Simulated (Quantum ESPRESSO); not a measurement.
# HfN (F-43m) in Quantum ESPRESSO: notebook, part 4 of 4

Quantum ESPRESSO 7.5. Earlier steps stand in the parts before.

## Step 6: Phonons, LDA, target pressure 15 GPa, at which the enthalpy is minimised

pw.in reads:

```
&CONTROL
  calculation = 'scf'
  prefix = 'pwscf'
  outdir = './tmp'
  pseudo_dir = './pseudo'
  tprnfor = .true.
  tstress = .true.
  disk_io = 'low'
/
&SYSTEM
  ibrav = 0
  nat = 2
  ntyp = 2
  ecutwfc = 45
  ecutrho = 360
  nbnd = 15
  occupations = 'smearing'
  smearing = 'mv'
  degauss = 0.01469973
/
&ELECTRONS
  conv_thr = 4d-10
  electron_maxstep = 120
  mixing_beta = 0.5
/
ATOMIC_SPECIES
Hf   178.4900 hf_lda_v1.uspp.F.UPF
N     14.0070 n_lda_v1.2.uspp.F.UPF
CELL_PARAMETERS bohr
   0.0000000000    4.6389412647    4.6389412647
   4.6389412647    0.0000000000    4.6389412647
   4.6389412647    4.6389412647    0.0000000000
ATOMIC_POSITIONS bohr
Hf     0.0000000000    0.0000000000    0.0000000000
N      2.3194706324    2.3194706324    2.3194706324
K_POINTS automatic
9 9 9 0 0 0
```

relax.in reads:

```
&CONTROL
  calculation = 'vc-relax'
  prefix = 'pwscf'
  outdir = './tmp'
  pseudo_dir = './pseudo'
  tprnfor = .true.
  tstress = .true.
  disk_io = 'low'
  nstep = 40
  forc_conv_thr = 0.0001
  etot_conv_thr = 1d-06
/
&SYSTEM
  ibrav = 0
  nat = 2
  ntyp = 2
  ecutwfc = 45
  ecutrho = 360
  nbnd = 15
  occupations = 'smearing'
  smearing = 'mv'
  degauss = 0.01469973
/
&ELECTRONS
  conv_thr = 4d-10
  electron_maxstep = 120
  mixing_beta = 0.5
/
&IONS
  ion_dynamics = 'bfgs'
/
&CELL
  cell_dynamics = 'bfgs'
  press = 150
  press_conv_thr = 0.2
/
ATOMIC_SPECIES
Hf   178.4900 hf_lda_v1.uspp.F.UPF
N     14.0070 n_lda_v1.2.uspp.F.UPF
CELL_PARAMETERS bohr
   0.0000000000    4.6389412647    4.6389412647
   4.6389412647    0.0000000000    4.6389412647
   4.6389412647    4.6389412647    0.0000000000
ATOMIC_POSITIONS bohr
Hf     0.0000000000    0.0000000000    0.0000000000
N      2.3194706324    2.3194706324    2.3194706324
K_POINTS automatic
9 9 9 0 0 0
```

scf2.in reads:

```
&CONTROL
  calculation = 'scf'
  prefix = 'pwscf'
  outdir = './tmp'
  pseudo_dir = './pseudo'
  tprnfor = .true.
  tstress = .true.
  disk_io = 'low'
/
&SYSTEM
  ibrav = 0
  nat = 2
  ntyp = 2
  ecutwfc = 45
  ecutrho = 360
  nbnd = 15
  occupations = 'smearing'
  smearing = 'mv'
  degauss = 0.01469973
/
&ELECTRONS
  conv_thr = 1d-13
  electron_maxstep = 120
  mixing_beta = 0.5
  startingpot = 'file'
  startingwfc = 'file'
/
ATOMIC_SPECIES
Hf   178.4900 hf_lda_v1.uspp.F.UPF
N     14.0070 n_lda_v1.2.uspp.F.UPF
CELL_PARAMETERS bohr
   0.0000000000    4.4738344742    4.4738344742
   4.4738344742    0.0000000000    4.4738344742
   4.4738344742    4.4738344742    0.0000000000
ATOMIC_POSITIONS bohr
Hf     0.0000000000    0.0000000000    0.0000000000
N      2.2369172371    2.2369172371    2.2369172371
K_POINTS automatic
9 9 9 0 0 0
```

ph.in reads:

```
phonons of HfN
&INPUTPH
  prefix = 'pwscf'
  outdir = './tmp'
  tr2_ph = 1d-18
  fildyn = 'dyn'
  niter_ph = 90
  alpha_mix(1) = 0.4
/
0.0000000000 0.0000000000 0.0000000000
```

dynmat.in reads:

```
&INPUT
  fildyn = 'dyn'
  asr = 'crystal'
  filout = 'dynmat.disp'
  fileig = 'dynmat.eig'
/
```

Potentials or basis: GBRV 1.5 LDA.

On the command line:

```
OMP_NUM_THREADS=1 pw.x -in pw.in > pw.out
OMP_NUM_THREADS=1 pw.x -in relax.in > relax.out
OMP_NUM_THREADS=1 pw.x -in scf2.in > scf2.out
OMP_NUM_THREADS=1 ph.x -in ph.in > ph.out
OMP_NUM_THREADS=1 dynmat.x -in dynmat.in > dynmat.out
```

pw.out:

```text
This program is part of the open-source Quantum ESPRESSO suite
     for quantum simulation of materials; please cite
[... 9 lines left out ...]
     --------------------
     sticks:   dense  smooth     PW     G-vecs:    dense   smooth      PW
     Sum        1069     535    163                23049     8099    1459

     Using Slab Decomposition

     bravais-lattice index     =            0
     lattice parameter (alat)  =       6.5605  a.u.
     unit-cell volume          =     199.6580 (a.u.)^3
     number of atoms/cell      =            2
     number of atomic types    =            2
     number of electrons       =        17.00
     number of Kohn-Sham states=           15
     kinetic-energy cutoff     =      45.0000  Ry
     charge density cutoff     =     360.0000  Ry
     scf convergence threshold =      4.0E-10
     mixing beta               =       0.5000
     number of iterations used =            8  plain     mixing
     Exchange-correlation= SLA  PZ   NOGX NOGC
                           (   1   1   0   0   0   0   0)

     celldm(1)=   6.560454  celldm(2)=   0.000000  celldm(3)=   0.000000
     celldm(4)=   0.000000  celldm(5)=   0.000000  celldm(6)=   0.000000

     crystal axes: (cart. coord. in units of alat)
               a(1) = (   0.000000   0.707107   0.707107 )
               a(2) = (   0.707107   0.000000   0.707107 )
               a(3) = (   0.707107   0.707107   0.000000 )

     reciprocal axes: (cart. coord. in units 2 pi/alat)
               b(1) = ( -0.707107  0.707107  0.707107 )
               b(2) = (  0.707107 -0.707107  0.707107 )
               b(3) = (  0.707107  0.707107 -0.707107 )

     PseudoPot. # 1 for Hf read from file:
     hf_lda_v1.uspp.F.UPF
     Pseudo is Ultrasoft + core correction, Zval = 12.0
     Generated by new atomic code, or converted to UPF format
     Using radial grid of  921 points,  8 beta functions with:
                l(1) =   0
                l(2) =   0
                l(3) =   0
                l(4) =   1
                l(5) =   1
                l(6) =   2
                l(7) =   2
                l(8) =   3
     Q(r) pseudized with  6 coefficients,  rinner =    1.200   1.200   1.200
                                                       1.200   1.200   1.200
                                                       1.200

     PseudoPot. # 2 for N  read from file:
     n_lda_v1.2.uspp.F.UPF
     Pseudo is Ultrasoft + core correction, Zval =  5.0
     Generated by new atomic code, or converted to UPF format
     Using radial grid of  729 points,  4 beta functions with:
                l(1) =   0
                l(2) =   0
                l(3) =   1
                l(4) =   1
     Q(r) pseudized with  8 coefficients,  rinner =    0.900   0.900   0.900

     atomic species   valence    mass     pseudopotential
     Hf               12.00   178.49000     Hf( 1.00)
     N                 5.00    14.00700     N ( 1.00)

     24 Sym. Ops. (no inversion) found

   Cartesian axes

     site n.     atom                  positions (alat units)
         1        Hf     tau(   1) = (   0.0000000   0.0000000   0.0000000  )
         2        N      tau(   2) = (   0.3535534   0.3535534   0.3535534  )

     number of k points=    35  Marzari-Vanderbilt smearing, width (Ry)=  0.0147
                       cart. coord. in units 2pi/alat
        k(    1) = (   0.0000000   0.0000000   0.0000000), wk =   0.0027435
        k(    2) = (   0.0785674   0.0785674  -0.0785674), wk =   0.0219479
        k(    3) = (   0.1571348   0.1571348  -0.1571348), wk =   0.0219479
        k(    4) = (   0.2357023   0.2357023  -0.2357023), wk =   0.0219479
        k(    5) = (   0.3142697   0.3142697  -0.3142697), wk =   0.0219479
        k(    6) = (   0.1571348   0.0000000  -0.0000000), wk =   0.0164609
[... 27 lines left out ...]
        k(   34) = (  -0.0000000  -0.4714045   0.6285394), wk =   0.0658436
        k(   35) = (  -0.0785674  -0.3928371   0.7071068), wk =   0.0658436

     Dense  grid:    23049 G-vectors     FFT dimensions: (  40,  40,  40)

     Smooth grid:     8099 G-vectors     FFT dimensions: (  30,  30,  30)

     Check: negative core charge=   -0.000001

     Initial potential from superposition of free atoms

     starting charge      15.0000, renormalised to      17.0000

     negative rho (up, down):  1.200E-01 0.000E+00
     Starting wfcs are   17 randomized atomic wfcs

     Self-consistent Calculation

     iteration #  1     ecut=    45.00 Ry     beta= 0.50
     Davidson diagonalization with overlap
     ethr =  1.00E-02,  avg # of iterations =  2.9

     negative rho (up, down):  1.109E-01 0.000E+00

     total energy              =    -178.70536868 Ry
     estimated scf accuracy    <       1.60140568 Ry

     iteration #  2     ecut=    45.00 Ry     beta= 0.50
     Davidson diagonalization with overlap
     ethr =  9.42E-03,  avg # of iterations =  2.0

     negative rho (up, down):  1.105E-01 0.000E+00

     total energy              =    -178.88543388 Ry
     estimated scf accuracy    <       0.36499226 Ry

     iteration #  3     ecut=    45.00 Ry     beta= 0.50
     Davidson diagonalization with overlap
     ethr =  2.15E-03,  avg # of iterations =  2.0

     negative rho (up, down):  1.111E-01 0.000E+00

     total energy              =    -178.95457745 Ry
     estimated scf accuracy    <       0.05524118 Ry

     iteration #  4     ecut=    45.00 Ry     beta= 0.50
     Davidson diagonalization with overlap
     ethr =  3.25E-04,  avg # of iterations =  2.0
[... 37 lines left out ...]
     negative rho (up, down):  1.120E-01 0.000E+00

     total energy              =    -178.96540309 Ry
     estimated scf accuracy    <       0.00000004 Ry

     iteration #  9     ecut=    45.00 Ry     beta= 0.50
     Davidson diagonalization with overlap
     ethr =  2.56E-10,  avg # of iterations =  2.0

     negative rho (up, down):  1.120E-01 0.000E+00

     total energy              =    -178.96540309 Ry
     estimated scf accuracy    <          4.3E-09 Ry

     iteration # 10     ecut=    45.00 Ry     beta= 0.50
     Davidson diagonalization with overlap
     ethr =  2.55E-11,  avg # of iterations =  2.0

     negative rho (up, down):  1.120E-01 0.000E+00

     End of self-consistent calculation

          k = 0.0000 0.0000 0.0000 (   965 PWs)   bands (ev):

   -48.8253 -17.4102 -17.4102 -17.4102  -2.3408   8.1248   8.1248   8.1248
    12.9416  15.7270  15.7270  20.1283  20.1283  20.1283  26.8240

          k = 0.0786 0.0786-0.0786 (   995 PWs)   bands (ev):

   -48.8229 -17.4689 -17.4178 -17.4178  -2.1944   7.8745   8.2130   8.2130
    13.5741  15.5393  15.5393  19.8189  20.3907  20.3907  25.0467

          k = 0.1571 0.1571-0.1571 (  1001 PWs)   bands (ev):

   -48.8168 -17.6133 -17.4368 -17.4368  -1.8396   7.5494   8.4175   8.4175
    14.8242  15.3330  15.3330  19.2495  20.5627  20.5627  22.6555

          k = 0.2357 0.2357-0.2357 (  1008 PWs)   bands (ev):

   -48.8098 -17.7718 -17.4583 -17.4583  -1.4721   7.5720   8.6067   8.6067
    15.4689  15.5413  15.5413  18.5865  19.9505  19.9505  21.7121

          k = 0.3143 0.3143-0.3143 (  1026 PWs)   bands (ev):

   -48.8052 -17.8722 -17.4723 -17.4723  -1.2584   7.8219   8.6991   8.6991
    15.2104  16.0962  16.0962  17.8870  18.9943  18.9943  22.6518

          k = 0.1571 0.0000-0.0000 (  1002 PWs)   bands (ev):

   -48.8221 -17.4700 -17.4295 -17.4295  -2.1453   7.7178   8.2912   8.2912
    13.7676  15.0510  15.8993  20.2011  20.2011  20.2630  25.6081

          k = 0.2357 0.0786-0.0786 (  1008 PWs)   bands (ev):
[... 104 lines left out ...]
          k =-0.2357-0.3928 0.5500 (  1025 PWs)   bands (ev):

   -48.8023 -17.8325 -17.5708 -17.5003  -1.0787   7.9144   8.4632   9.1344
    13.8970  15.3689  16.4325  19.1111  19.5493  20.0721  23.1534

          k = 0.4714 0.1571-0.0000 (  1026 PWs)   bands (ev):

   -48.8038 -17.7783 -17.5610 -17.5207  -1.1349   7.0433   9.0479   9.3814
    13.1251  15.8998  16.9082  19.2538  19.6475  20.2940  23.9748

          k =-0.1571-0.4714 0.6285 (  1022 PWs)   bands (ev):

   -48.8002 -17.8102 -17.6139 -17.5372  -0.9616   7.4332   8.8644   9.6076
    12.9934  15.2419  16.8506  19.0302  19.7931  21.2307  23.8813

          k =-0.0786-0.3928 0.5500 (  1020 PWs)   bands (ev):

   -48.7994 -17.8011 -17.6525 -17.5314  -0.9234   7.9440   8.4674   9.5890
    12.8678  15.2385  16.5301  19.2803  19.8144  21.5726  23.7248

          k = 0.0000-0.3143 0.4714 (  1019 PWs)   bands (ev):

   -48.8017 -17.7840 -17.6288 -17.5069  -1.0363   7.8651   8.3867   9.3323
    13.5620  14.9955  16.5980  19.4065  20.0896  20.6885  23.2345

          k =-0.0786-0.5500 0.7071 (  1017 PWs)   bands (ev):

   -48.7984 -17.8437 -17.5979 -17.5671  -0.8770   6.9855   9.4686   9.9207
    12.5140  15.3751  17.1687  18.5160  19.2463  22.4995  25.0146

          k =-0.0000-0.4714 0.6285 (  1018 PWs)   bands (ev):

   -48.7979 -17.8166 -17.6485 -17.5609  -0.8480   7.4125   9.0784   9.9162
    12.3753  15.2083  16.8281  18.7710  19.7277  23.2303  24.1064

          k =-0.0786-0.3928 0.7071 (  1022 PWs)   bands (ev):

   -48.7982 -17.7943 -17.6608 -17.5647  -0.8577   7.8308   8.5255   9.9353
    12.4703  14.9685  16.9997  18.7834  20.0034  22.7577  24.2295

     the Fermi energy is    13.5935 ev

!    total energy              =    -178.96540309 Ry
     estimated scf accuracy    <          2.9E-11 Ry
     smearing contrib. (-TS)   =      -0.00006193 Ry
     internal energy E=F+TS    =    -178.96534116 Ry

     The total energy is F=E-TS. E is the sum of the following terms:
     one-electron contribution =     -24.14207727 Ry
     hartree contribution      =      19.72743336 Ry
     xc contribution           =     -80.66354098 Ry
     ewald contribution        =     -93.88715627 Ry

     convergence has been achieved in  10 iterations

     negative rho (up, down):  1.120E-01 0.000E+00

     Forces acting on atoms (cartesian axes, Ry/au):

     atom    1 type  1   force =     0.00000000   -0.00000000    0.00000000
     atom    2 type  2   force =     0.00000000    0.00000000   -0.00000000

     Total force =     0.000000     Total SCF correction =     0.000000

     Computing stress (Cartesian axis) and pressure

     negative rho (up, down):  1.120E-01 0.000E+00
          total   stress  (Ry/bohr**3)                   (kbar)     P=      -96.41
  -0.00065535   0.00000000   0.00000000          -96.41        0.00        0.00
   0.00000000  -0.00065535   0.00000000            0.00      -96.41        0.00
   0.00000000   0.00000000  -0.00065535            0.00        0.00      -96.41

=------------------------------------------------------------------------------=
   JOB DONE.
=------------------------------------------------------------------------------=
```

Wall time 94 s (1 thread of AMD EPYC 9R45 (Zen 5), shared host); peak memory 0.21 GiB.

What came out:

```yaml
Free_energy: -2434.9141 eV
Relaxed_volume: 13.27 Å³/atom
Relaxed_cell: a = 3.348 Å, b = 3.348 Å, c = 3.348 Å, α = 60.00°, β = 60.00°, γ = 60.00°
Space_group_after_relaxing_to_0.05_Å: F-43m (No. 216)
Pressure_after_relaxing: 14.9 GPa
Band_gap_on_the_k_mesh: none (metal or under the smearing width)
Highest_phonon_frequency_at_Γ: 590 cm⁻¹
```

Step by step:
```csv
step,energy change (eV),largest force (eV/Å),pressure (GPa),volume (Å³)
1,0.0000,0.0000,-9.64,29.59
2,0.0872,0.0000,20.71,26.02
3,0.0219,0.0000,14.09,26.63
4,0.0296,0.0000,14.97,26.54
5,0.0298,0.0000,15.01,26.54
```

Final structure:
```
Hf N
1.0
     0.00000    2.36745    2.36745
     2.36745    0.00000    2.36745
     2.36745    2.36745    0.00000
Hf N
1 1
Cartesian
  0.0000 0.0000 0.0000
  1.1837 1.1837 1.1837
```

Phonon frequencies in cm⁻¹ (negative: imaginary):
```
              q point           frequencies
(0.000, 0.000, 0.000)  -6 -6 -6 590 590 590
```

Optical modes at Γ, degenerate ones joined:
```
cm⁻¹  components  symmetry     active in
 590           3        T2  IR and Raman
```

Caveat: the cell is more than 3 GPa from zero pressure, which shifts response properties.

## Step 7: Summary

| cell | gap on the mesh (eV) | pressure (GPa) |
| --- | --- | --- |
| relaxed to -3 GPa | none | -3.0 |
| relaxed | none | -0.1 |
| relaxed to 3 GPa | none | 2.9 |
| relaxed to 8 GPa | none | 7.9 |
| relaxed to 15 GPa | none | 14.9 |

Alike in all rows: task phonons; level LDA; potentials or basis GBRV 1.5 LDA; no spin polarisation; k mesh 9 × 9 × 9; cutoff (eV) 612; smearing cold 0.2 eV.

Caveats: the cell is more than 3 GPa from zero pressure, which shifts response properties (some runs).

Absolute energies hang on the potentials; compare differences alone.
